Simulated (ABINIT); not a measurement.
# Si2Mo (I4/mmm) in ABINIT: a series of runs

One crystal, Si2Mo, is run at these levels: PBEsol; tasks: optical spectrum, positron lifetime.

Everything below comes from runs of ABINIT 10.8.3 (patched build). Logs are shortened: lines on timing, memory, paths and dates and some standing lists are left out, and cuts for length are marked. The log counts tension as positive stress, the text compression.

## Step 1: The structure

It takes space group I4/mmm (No. 139, tetragonal). Conventional cell: a = 3.200 Å, b = 3.200 Å, c = 7.861 Å, α = 90.00°, β = 90.00°, γ = 90.00°. Mo (site symmetry 4/mmm) has 10 Si at 2.62 Å as nearest neighbours. Si (site symmetry 4mm) has 5 Si at 2.61 to 2.63 Å and 5 Mo at 2.62 Å as nearest neighbours.

## Step 2: Optical spectrum, PBEsol

run.abi

```
# Datasets
ndtset 3

# Pseudopotentials
pp_dirpath "./"
pseudos "Mo.upf, Si.upf"

# Structure
acell 4.5352872291 4.5352872291 4.5352872291 Angstrom
rprim
    -0.3527891221     0.3527891221     0.8666485278
     0.3527891221    -0.3527891221     0.8666485278
     0.3527891221     0.3527891221    -0.8666485278
ntypat 2
znucl 42 14
natom 3
typat 1 2 2
xred
            0.0            0.0            0.0
   0.6670000000   0.6670000000            0.0
   0.3330000000   0.3330000000            0.0

# Plane-wave basis
ecut 979.609905 eV

# k points
ngkpt 12 12 12
nshiftk 1
shiftk 0.0 0.0 0.0
istwfk *1

# Exchange and correlation
ixc -116133

# Bands and occupations
occopt 3
tsmear 0.00183747

# SCF cycle
nstep 80

# Output
iomode 3
prteig 0
prtebands 0

# Dataset 1: ground state
nband1 15
tolvrs1 1.0e-12
prtden1 1
prtwf1 0
kptopt1 1

# Dataset 2: empty bands at fixed density
iscf2 -3
getden2 1
nband2 23
nbdbuf2 4
tolwfr2 1.0e-12
nstep2 120
prtden2 0
kptopt2 1

# Dataset 3: wave functions and velocity matrix elements in the full zone
optdriver3 8
wfk_task3 "wfk_optics_fullbz"
getwfk3 2
nband3 19
kptopt3 1
prtevk3 1
inclvkb3 2
```

optic.abi

```
&FILES
 ddkfile_1 = 'runo_DS3_1_EVK.nc',
 ddkfile_2 = 'runo_DS3_2_EVK.nc',
 ddkfile_3 = 'runo_DS3_3_EVK.nc',
 wfkfile = 'runo_DS3_WFK.nc'
/
&PARAMETERS
 broadening = 0.003675,
 domega = 0.002,
 maxomega = 0.8,
 scissor = 0.000000,
 tolerance = 0.002
/
&COMPUTATIONS
 num_lin_comp = 2,
 lin_comp = 11,33,
 num_nonlin_comp = 0
/
```

Potentials or basis: PseudoDojo NC SR PBEsol v0.4 stringent.

Run with:

```
$ abinit run.abi > log 2>&1
$ optic optic.abi > optic.log 2>&1
```

run.abo:

```text
.Version 10.8.3 of ABINIT
 DATASET    1 : space group I4/m m m (#139); Bravais tI (body-center tetrag.)
================================================================================
 Values of the parameters that define the memory need for DATASET  1.
     intxc =       0    ionmov =       0      iscf =       7    lmnmax =       6
     lnmax =       6     mgfft =      48  mpssoang =       3    mqgrid =    3001
     natom =       3  nloc_mem =       1    nspden =       1   nspinor =       1
    nsppol =       1      nsym =      16    n1xccc =    2501    ntypat =       2
    occopt =       3   xclevel =       2
       mpw =        2865          nfft =      110592          nkpt =         163
================================================================================
================================================================================
[... 13 lines left out ...]
 DATASET    3 : space group I4/m m m (#139); Bravais tI (body-center tetrag.)
================================================================================
 Values of the parameters that define the memory need for DATASET  3.
     intxc =       0    ionmov =       0      iscf =       7    lmnmax =       6
     lnmax =       6     mgfft =      48  mpssoang =       3    mqgrid =    3001
     natom =       3  nloc_mem =       1    nspden =       1   nspinor =       1
    nsppol =       1      nsym =      16    n1xccc =    2501    ntypat =       2
    occopt =       3   xclevel =       2
       mpw =        2865          nfft =      110592          nkpt =         163
================================================================================
================================================================================

--------------------------------------------------------------------------------
------------- Echo of variables that govern the present computation ------------
--------------------------------------------------------------------------------
 -outvars: echo values of preprocessed input variables --------
            acell      8.5704507653E+00  8.5704507653E+00  8.5704507653E+00 Bohr
              amu      9.59400000E+01  2.80855000E+01
             ecut      3.60000000E+01 Hartree
           getden1          0
           getden2          1
           getden3          0
           getwfk1          0
           getwfk2          0
           getwfk3          2
             iscf1          7
             iscf2         -3
             iscf3          7
                       outvar_i_n : Printing only first  50 k-points.
              ixc     -116133
           jdtset        1    2    3
                       outvar_i_n : Printing only first  50 k-points.
         kptrlatt       12    0    0      0   12    0      0    0   12
          kptrlen      7.25654832E+01
            natom           3
            nband1         15
            nband2         23
            nband3         19
           nbdbuf1          0
           nbdbuf2          4
           nbdbuf3          0
           ndtset           3
            ngfft          48      48      48
             nkpt         163
            nstep1         80
            nstep2        120
            nstep3         80
             nsym          16
           ntypat           2
                       prtocc : prtvol=0, do not print more k-points.
                       prtocc : prtvol=0, do not print more k-points.
                       prtocc : prtvol=0, do not print more k-points.
           occopt           3
        optdriver1          0
        optdriver2          0
        optdriver3          8
           prtden1          1
           prtden2          0
           prtden3          1
        prtebands           0
           prteig           0
           prtevk1          0
           prtevk2          0
           prtevk3          1
            prtwf1          0
            prtwf2          1
            prtwf3          1
            rprim     -3.5278912210E-01  3.5278912210E-01  8.6664852780E-01
                       3.5278912210E-01 -3.5278912210E-01  8.6664852780E-01
                       3.5278912210E-01  3.5278912210E-01 -8.6664852780E-01
          spgroup         139
           tolvrs1     1.00000000E-12
           tolvrs2     0.00000000E+00
           tolvrs3     0.00000000E+00
           tolwfr1     0.00000000E+00
           tolwfr2     1.00000000E-12
           tolwfr3     0.00000000E+00
           tsmear      1.83747000E-03 Hartree
            typat      1  2  2
         wfk_task1          0
         wfk_task2          0
         wfk_task3          7
                       outvars : Printing only first  50 k-points.
           xangst      0.0000000000E+00  0.0000000000E+00  0.0000000000E+00
                      -2.2290374952E-17  1.1306093313E-16  5.2432870003E+00
[... 223 lines left out ...]
  3.4410E-01  3.5897E-01  3.7358E-01  3.7358E-01  4.8665E-01  5.8447E-01
  5.8523E-01  6.0518E-01  6.0518E-01  6.2020E-01  6.5635E-01  6.5635E-01
  8.5534E-01  9.6838E-01  9.6970E-01  1.0185E+00  1.0185E+00
 prteigrs : prtvol=0 or 1, do not print more k-points.

--- !ResultsGS
iteration_state: {dtset: 2, }
comment   : Summary of ground state results
lattice_vectors:
- [ -3.0235618,   3.0235618,   7.4275685, ]
- [  3.0235618,  -3.0235618,   7.4275685, ]
- [  3.0235618,   3.0235618,  -7.4275685, ]
lattice_lengths: [   8.57045,    8.57045,    8.57045, ]
lattice_angles: [138.684, 138.684,  59.857, ] # degrees, (23, 13, 12)
lattice_volume:   2.7160913E+02
convergence: {deltae:  0.000E+00, res2:  0.000E+00, residm:  9.999E-13, diffor:  0.000E+00, }
etotal    :  -7.88055625E+01
entropy   :   0.00000000E+00
fermie    :   4.71536747E-01
cartesian_stress_tensor: null
pressure_GPa: null
xred      :
- [  0.0000E+00,   0.0000E+00,   0.0000E+00, Mo]
- [  6.6700E-01,   6.6700E-01,   2.8366E-17, Si]
- [  3.3300E-01,   3.3300E-01,   1.4162E-17, Si]
cartesian_forces: null
force_length_stats: {min: null, max: null, mean: null, }
...

 Integrated electronic density in atomic spheres:
 ------------------------------------------------
 Atom  Sphere_radius  Integrated_density
    1        2.00000         10.60268121
    2        2.00000          1.77245558
    3        2.00000          1.77245558
================================================================================

 ----iterations are completed or convergence reached----

 Mean square residual over all n,k,spin=   48.038E-14; max=  99.988E-14
 reduced coordinates (array xred) for    3 atoms
       0.000000000000      0.000000000000      0.000000000000
       0.667000000000      0.667000000000      0.000000000000
       0.333000000000      0.333000000000      0.000000000000

 cartesian coordinates (angstrom) at end:
    1      0.00000000000000     0.00000000000000     0.00000000000000
    2     -0.00000000000000     0.00000000000000     5.24328700033304
    3     -0.00000000000000     0.00000000000000     2.61771300016627
 length scales=  8.570450765326  8.570450765326  8.570450765326 bohr
              =  4.535287229100  4.535287229100  4.535287229100 angstroms
 Eigenvalues (hartree) for nkpt= 163  k points:
 kpt#   1, nband= 23, wtk=  0.00058, kpt=  0.0000  0.0000  0.0000 (reduced coord)
  -1.75792   -0.80940   -0.80563   -0.80563   -0.02329    0.23775    0.34410    0.35897
   0.37358    0.37358    0.48665    0.58447    0.58523    0.60518    0.60518    0.62020
   0.65635    0.65635    0.85534    0.96838    0.96970    1.01852    1.01852
      occupation numbers for kpt#   1
   2.00000    2.00000    2.00000    2.00000    2.00000    2.00000    2.00000    2.00000
   2.00000    2.00000    0.00054    0.00000    0.00000    0.00000    0.00000    0.00000
   0.00000    0.00000    0.00000    0.00000    0.00000    0.00000    0.00000
 prteigrs : prtvol=0 or 1, do not print more k-points.

--- !EnergyTerms
iteration_state     : {dtset: 2, }
comment             : Components of total free energy in Hartree
kinetic             :  2.56677564666553E+01
hartree             :  1.50011764159403E+01
xc                  : -1.35158217377102E+01
Ewald energy        : -6.27502804137117E+01
psp_core            :  2.56598058080865E+00
local_psp           : -5.54903862325714E+01
non_local_psp       :  9.71609385689260E+00
internal            : -7.88054810636964E+01
'-kT*entropy'       : -8.18068438370129E-05
total_energy        : -7.88055628705403E+01
...

--- !EnergyTermsDC
iteration_state     : {dtset: 2, }
comment             : '"Double-counting" decomposition of free energy'
band_energy         : -4.25475263519253E+00
Ewald energy        : -6.27502804137117E+01
psp_core            :  2.56598058080865E+00
xc_dc               : -1.43664282453981E+01
internal            : -7.88054807134937E+01
'-kT*entropy'       : -8.18068438370129E-05
total_energy_dc     : -7.88055625203375E+01
...

================================================================================
== DATASET  3 ==================================================================

--- !DatasetInfo
iteration_state: {dtset: 3, }
dimensions: {natom: 3, nkpt: 163, mband: 19, nsppol: 1, nspinor: 1, nspden: 1, mpw: 2865, }
cutoff_energies: {ecut:  36.0, pawecutdg:  -1.0, }
electrons: {nelect:   2.20000000E+01, charge:   0.00000000E+00, occopt:   3.00000000E+00, tsmear:   1.83747000E-03, }
meta: {optdriver: 8, wfk_task: 7, }
...

 mkfilename : getwfk/=0, take file _WFK from output of DATASET   2.

--------------------------------------------------------------------------------

 Computation of velocity matrix elements (DDK)

 Parameters extracted from the Abinit header:
    ecut:     36.0
    nkpt:    1728
    mband:   23
    nsppol:  1
    nspinor: 1
    useylm:  0
    inclvkb: 2
    bmin: 1, bmax: 23
    Computing diagonal and off-diagonal matrix elements
    Between band index bmin: 1, bmax: 23

== END DATASET(S) ==============================================================
================================================================================

 -outvars: echo values of variables after computation  --------
            acell      8.5704507653E+00  8.5704507653E+00  8.5704507653E+00 Bohr
           etotal1    -7.8805562520E+01
           etotal2    -7.8805562520E+01
           etotal3     0.0000000000E+00
            fcart1     3.8249005419E-19  9.6073121285E-19  2.8912057933E-19
                      -2.3541263141E-20 -3.1266184247E-19 -6.2819925464E-03
                      -3.5894879105E-19 -6.4806937038E-19  6.2819925464E-03
            fcart3     0.0000000000E+00  0.0000000000E+00  0.0000000000E+00
                       0.0000000000E+00  0.0000000000E+00  0.0000000000E+00
                       0.0000000000E+00  0.0000000000E+00  0.0000000000E+00
            rprim     -3.5278912210E-01  3.5278912210E-01  8.6664852780E-01
                       3.5278912210E-01 -3.5278912210E-01  8.6664852780E-01
                       3.5278912210E-01  3.5278912210E-01 -8.6664852780E-01
           strten1     8.4235446840E-05  8.4235446840E-05  1.2765575380E-04
                       0.0000000000E+00  0.0000000000E+00  0.0000000000E+00
           strten3     0.0000000000E+00  0.0000000000E+00  0.0000000000E+00
                       0.0000000000E+00  0.0000000000E+00  0.0000000000E+00
           xangst      0.0000000000E+00  0.0000000000E+00  0.0000000000E+00
                      -2.2290374952E-17  1.1306093313E-16  5.2432870003E+00
                      -1.1598451498E-16  1.6130175018E-16  2.6177130002E+00
             xred      0.0000000000E+00  0.0000000000E+00  0.0000000000E+00
                       6.6700000000E-01  6.6700000000E-01  2.8365799430E-17
                       3.3300000000E-01  3.3300000000E-01  1.4161635997E-17
 Calculation completed.
```

It took 16 min on 1 thread of Intel Xeon Platinum 8259CL at 2.50GHz (Skylake/Cascade Lake), shared host; peak memory 1.9 GiB.

What came out:

```
Free energy            : -2144.4086 eV
Pressure               : -2.9 GPa
Largest force          : 0.323 eV/Å
Band gap on the k mesh : none (metal or under the smearing width)
```

Forces on the atoms (eV/Å):
```
Mo   0.000  0.000  0.000
Si   0.000  0.000 -0.323
Si   0.000  0.000  0.323
```

Dielectric function (mean over the directions given):
| energy (eV) | real part | imaginary part |
| --- | --- | --- |
| 0.33 | 26.63 | 1.83 |
| 0.98 | 27.86 | 3.89 |
| 1.63 | 27.99 | 5.72 |
| 2.29 | 31.92 | 19.52 |
| 2.94 | 19.41 | 24.29 |
| 3.70 | 18.24 | 26.37 |
| 4.35 | 3.34 | 22.07 |
| 5.01 | 3.93 | 19.79 |
| 5.66 | -0.77 | 24.53 |
| 6.31 | -8.39 | 20.62 |
| 7.08 | -10.82 | 13.18 |
| 7.73 | -8.96 | 6.75 |
| 8.38 | -7.98 | 5.55 |
| 9.03 | -6.36 | 4.04 |
| 9.69 | -5.72 | 2.86 |
| 10.45 | -4.31 | 1.92 |
| 11.10 | -3.65 | 1.47 |
| 11.76 | -3.29 | 1.42 |
| 12.41 | -2.78 | 1.03 |
| 13.06 | -2.33 | 0.89 |
| 13.82 | -1.95 | 0.74 |
| 14.48 | -1.74 | 0.64 |
| 15.13 | -1.47 | 0.46 |
| 15.78 | -1.29 | 0.38 |
| 16.44 | -1.11 | 0.28 |
| 17.20 | -0.86 | 0.20 |
| 17.85 | -0.68 | 0.14 |
| 18.50 | -0.54 | 0.11 |
| 19.16 | -0.41 | 0.09 |
| 19.92 | -0.28 | 0.08 |

Caveat: the intraband (Drude) term is left out; spectra need much finer meshes, so this one isn't converged; independent-particle spectra lack excitons.

(Continued in part 2 of 2.)
